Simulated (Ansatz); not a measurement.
Cu Kα1 powder pattern (kinematic, no thermal factors).
2θ (°) (relative intensity): 16.79 (36), 23.84 (90), 24.11 (14), 26.70 (13), 26.94 (78), 31.92 (100), 33.96 (11), 34.16 (6), 38.11 (40), 40.22 (31), 43.87 (90), 44.35 (1), 46.07 (61), 48.79 (7), 48.94 (3), 50.39 (4), 51.96 (35), 53.63 (27), 55.00 (3), 55.54 (28), 57.01 (3), 59.49 (17), 62.66 (2), 63.54 (3), 66.36 (2), 67.68 (13), 68.64 (5), 71.24 (9), 71.59 (1), 71.94 (30), 74.03 (9), 75.42 (3), 76.33 (5), 76.56 (11), 77.93 (13), 78.27 (1), 78.83 (15), 79.51 (19), 81.54 (5), 85.34 (11), 86.23 (7), 86.90 (11)

The pattern is computed from a structure relaxed with Ansatz, DFT PBE, scalar-relativistic, plane waves, PAW. No spin polarisation. Its elements are Ga, Sb.

Problem. Give the structure.

Solution. GaSb.
Space group P4_12_12 (No. 92). a = 7.460 Å, b = 7.460 Å, c = 4.244 Å, α = 90.00°, β = 90.00°, γ = 90.00°
```
atom  site  symmetry       x       y       z
  Ga    4a       ..2  0.6675  0.6675  0.5000
  Sb    4a       ..2  0.8270  0.8270  0.0000
```

A pattern alone doesn't exclude other cells with like lines; this is the one computed.

The cell was found from a structure generator's guess, not taken from experiment.
